In a layer of PtSe₂ each Pt atom sits at the centre of an octahedron of six Se atoms, and each Se atom is shared by three Pt atoms. The upper filled bands are built mainly from Pt 5d and Se 4p orbitals. A density-functional calculation without spin–orbit coupling has been projected onto s, p, d and f shapes inside a sphere around each atom. In the table, "projection electrons" is the filled charge of one shape in one sphere, and "projection band centre" is the mean energy of that charge, measured from the Fermi energy.

PtSe₂ crystal, exciting sodium: all-electron LAPW+lo DFT with the acPBE functional, no spin polarisation or spin–orbit coupling, 7×7×4 k mesh, Fermi–Dirac smearing of 0.136 eV. Projections are taken inside muffin-tin spheres (radii Pt 2.3, Se 2 bohr) and cover filled states down to 8.2 eV below the Fermi energy, which is the zero for the band centres.

```
projection name  projection electrons (e)  projection band centre (eV)
          Pt1 s                     0.350                       -5.260
          Pt1 p                     0.280                       -3.150
          Pt1 d                     6.930                       -4.150
          Pt1 f                     0.030                       -2.670
          Se2 s                     0.120                       -4.150
          Se2 p                     1.850                       -3.790
          Se2 d                     0.050                       -4.230
          Se3 s                     0.120                       -4.150
          Se3 p                     1.850                       -3.790
          Se3 d                     0.050                       -4.230
```

**(a) Pt s and Pt p belong to the same atom and both hold little charge. Why do their centres lie so far apart?**

*Solution.* Take two Se atoms facing each other across a Pt atom. Their p orbitals can point lobes of the same sign at the Pt atom, or lobes of opposite sign. The first combination is even under inversion through Pt, the second is odd. An s orbital on Pt is even, so it overlaps with the first, while its overlaps with the two halves of the second cancel. For a p orbital on Pt it is the other way round.

What such an overlap does to the energy follows from two levels. Let a Se combination at $\varepsilon_{\rm Se}$ meet a Pt orbital at $\varepsilon_{\rm Pt}$ with coupling $V$. The new levels are

$$E_\pm=\frac{\varepsilon_{\rm Se}+\varepsilon_{\rm Pt}}{2}\pm\sqrt{\left(\frac{\varepsilon_{\rm Se}-\varepsilon_{\rm Pt}}{2}\right)^2+V^2}.$$

The lower, bonding level sinks further when the two starting levels are close, and hardly moves when the Pt orbital lies far above.

Pt 6s is close enough in energy to bond strongly with the even combination. The bonding state goes to the bottom of the bands and the antibonding one ends up empty, so the filled Pt s charge comes mainly from the deep partner, with its centre at −5.26 eV. Pt 6p lies much higher and lowers the odd combinations only a little. These combinations have no even Pt d orbital to bond with either, so they stay high, and the Pt p charge that marks them is centred at −3.15 eV. The difference is 2.11 eV.

The order of the centres is a result of the calculation; its cause is argued from symmetry and from the usual order of the Pt 6s and 6p levels, and is not tested separately. Even and odd are strict labels at the centre of the Brillouin zone, but only a tendency at a general wave vector. Part of the s and p charge in the Pt sphere may also be the tails of Se orbitals reaching in, rather than true 6s and 6p occupation. The argument holds for both, because a tail entering from opposite sides has the same parity as the combination it comes from.

**(b) Why does the Pt d centre lie between those of Pt s and Pt p, and so close to that of Se p?**

*Solution.* The d orbitals are even, so they too can bond with the even Se combinations. In an octahedron they do so in two ways. Two of them point at the Se atoms and bond strongly, which puts part of their charge deep in the bands and leaves their antibonding partners empty. The other three point between the Se atoms, bond weakly and are filled, and should lie higher on average than the strongly bonding states.

The Pt d centre averages over both groups. This would explain why it lies 1.11 eV above the Pt s centre, which averages mainly over the deep kind of state. It is only 0.36 eV below the Se p centre. The bonding states contain both kinds of orbital, which draws the two centres together. Most of the d charge, however, should sit in the three weakly bonding orbitals, so these too must lie within the energy range of the Se 4p bands. The small difference reflects both effects and is not the distance between the Pt 5d and Se 4p levels of free atoms. Nor is −4.15 eV the centre of the whole d band, since the empty antibonding part is left out.

Measured against Se p, the even Pt rows, s and d, lie below and the odd ones, p and f, above. This agrees with the simple picture but does not prove it. For d, parity alone does not fix the side, which also depends on where the 5d level starts. The picture gives no distances either. The Pt f row, with 0.03 electrons, is too faint to count as support; it is not the 4f shell, which lies far deeper, but mainly tails of neighbouring orbitals.

The Se rows behave differently because a Se atom is not an inversion centre. With three Pt neighbours on one side only, s and p on the same Se atom can mix. The 0.12 electrons of Se s are a small admixture in the upper bands, to which this mixing, direct bonding of Se 4s with Pt and tails of neighbouring orbitals can all contribute; the Se 4s shell itself lies below the energy window, and −4.15 eV is not its level. The 0.05 electrons of Se d are not the 3d shell either, but mainly tails from neighbours and a slight distortion of the Se charge, so their centre carries little meaning.

**(c) The Pt sphere holds 6.93 d electrons and each Se sphere 1.85 p electrons. Is Pt then a d⁷ ion, and are the bands mostly Pt d?**

*Solution.* Neither follows. In the ionic picture Pt is Pt(IV) with six d electrons, which fill the three orbitals that point between the Se atoms. Three orbitals can hold no more than six electrons, so at least 0.93 of the d charge must have the shape of the two orbitals that point at Se. It belongs to the filled Pt–Se bonding states of part (b). The excess over six is thus a sign of covalent bonding, not of a seventh electron on a separate ion.

To compare Pt with Se, one must first ask how much charge the spheres catch. Pt brings ten valence electrons and each Se four 4p electrons, so the upper bands should hold $10+2\times4=18$, provided that they lie wholly inside the window. All spheres together contain 11.63, which leaves

$$18-11.63=6.37$$

electrons, or 35% of the total, in the space between them. The spheres fill only 29% of the cell, so they catch far more than their share of the volume, yet over a third of the charge escapes them.

This loss is not shared evenly. Pt 5d is compact and lies largely within its sphere, whereas Se 4p is diffuse and spreads well beyond. The Se p count is therefore cut much more than the Pt d count, and the ratio of the two gives neither ionic charges nor the true make-up of the bands. The centres suffer less from this, since they depend on where the caught charge lies in energy and not on how much is caught. The sums and differences used here are collected in the output below.

For devices, the mixing means that the bands of PtSe₂ cannot be assigned to one element. Bulk PtSe₂ is a semimetal, of interest for contacts, while the monolayer is a semiconductor suited to channels. Which orbitals carry the current depends on the states close to the Fermi energy. Centres averaged over whole bands do not resolve these, and spin–orbit coupling would change their splittings and crossings.

The analysis program printed:

```
Centres measured from the Se p centre in eV:
    row  centre minus Se p centre
  Pt1 s                     -1.47
  Pt1 p                      0.64
  Pt1 d                     -0.36
  Pt1 f                      1.12
  Se2 s                     -0.36
  Se2 p                         0
  Se2 d                     -0.44
  Se3 s                     -0.36
  Se3 p                         0
  Se3 d                     -0.44
Electrons inside all spheres (e): 11.63
Electrons left for the space between spheres if 18 are in the window (e): 6.37
Share of the 18 electrons between the spheres (percent): 35.39
Share of the cell volume inside the spheres (percent): 28.76
Pt d share of the electrons in the Pt sphere (percent): 91.3
Se p share of the electrons in one Se sphere (percent): 91.58
Se p electrons in both Se spheres together (e): 3.7
Pt d electrons beyond the six that three d orbitals can hold (e): 0.93
Pt s and Pt p electrons together (e): 0.63
Pt p centre above Pt s centre (eV): 2.11
Pt d centre above Pt s centre (eV): 1.11
Weighted centre of the even Pt parts s and d (eV): -4.203
Weighted centre of the odd Pt parts p and f (eV): -3.104
Odd Pt parts above even Pt parts (eV): 1.1
```
